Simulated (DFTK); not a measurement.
The system is Fe.

```
Fe
1.0
    -1.44300    1.44300    1.44300
     1.44300   -1.44300    1.44300
     1.44300    1.44300   -1.44300
Fe
1
Direct
  0.00000 0.00000 0.00000
```

Base run:

| Item | Value |
| --- | --- |
| Program | DFTK 0.8.2 |
| Functional | LDA |
| Potentials or basis | SG15 1.2 (PBE) |
| Cutoff | 1225 eV |
| k mesh | 12 × 12 × 12 |
| Occupations | fermi-dirac, width 0.05 eV |
| Spin | collinear spin, ferromagnetic start |
| Starting moments | [3.0] μB |

Its results: band gap on the k mesh none (metal or under the smearing width); pressure -26.8 GPa; net moment 2.29 μB per cell; site moments Fe +2.29 μB.

The run is repeated on the same cell with these changes: functional from LDA to PBEsol. What comes out?

Band gap on the k mesh none (metal or under the smearing width); pressure -17.2 GPa; net moment 2.32 μB per cell; site moments Fe +2.32 μB.

PBEsol binds less tightly than LDA, so the same cell stands under more pressure.

Caveats: the potentials were made for another functional, which shifts forces and pressure.

Not every run made on this cell is shown here.
